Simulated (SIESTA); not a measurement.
Crystal: Ta.

```
CELL_PARAMETERS angstrom
2.90037 0.00000 0.00000
-1.45019 2.51180 0.00000
0.00000 0.00000 5.16627
ATOMIC_POSITIONS crystal
Ta 0.33333 0.66667 0.25000
Ta 0.66667 0.33333 0.75000
```

This isn't the form of Ta at room conditions, which is bcc.

| Property | Result |
| --- | --- |
| Program | SIESTA 5.4.2 |
| Task | single point |
| Functional | PBE |
| Potentials or basis | PseudoDojo 0.4 standard (PBE files) |
| Basis | DZP (energy shift 0.003 Ry; two zetas on semicore shells) |
| Grid cutoff | 800 Ry |
| Energy shift | 0.003 Ry |
| k mesh | 11 × 11 × 5 |
| Occupations | fermi-dirac, width 0.05 eV |
| Spin | no spin polarisation |

On this cell: pressure -0.1 GPa; largest force under 0.003 eV/Å; band gap on the k mesh none (metal or under the smearing width).

The same run follows on a disturbed copy (atoms moved at random, drawn with an rms of 0.05 Å):

```xyz
2
Lattice="2.9004 0.0000 0.0000 -1.4502 2.5118 0.0000 0.0000 0.0000 5.1663" Properties=species:S:1:pos:R:3 pbc="T T T"
Ta   -0.0172    1.6891    1.2547
Ta    1.4505    0.8163    3.9226
```

Task: What does the disturbed cell give?

Result: The energy (extrapolated to zero smearing) moves by +21.6 meV/atom; pressure 0.6 GPa; largest force 1.048 eV/Å; band gap on the k mesh none (metal or under the smearing width).

Forces on the atoms (eV/Å):
```
Ta  -0.021  0.036  1.047
Ta   0.021 -0.036 -1.047
```

Stress tensor (GPa, compression positive):
```
-0.24  0.31 -0.08
 0.31  1.22  0.14
-0.08  0.14  0.72
```

Caveats: short orbitals over semicore shells can move pressures by several GPa; the basis of atomic orbitals isn't converged, which shifts pressures, moduli and gaps.
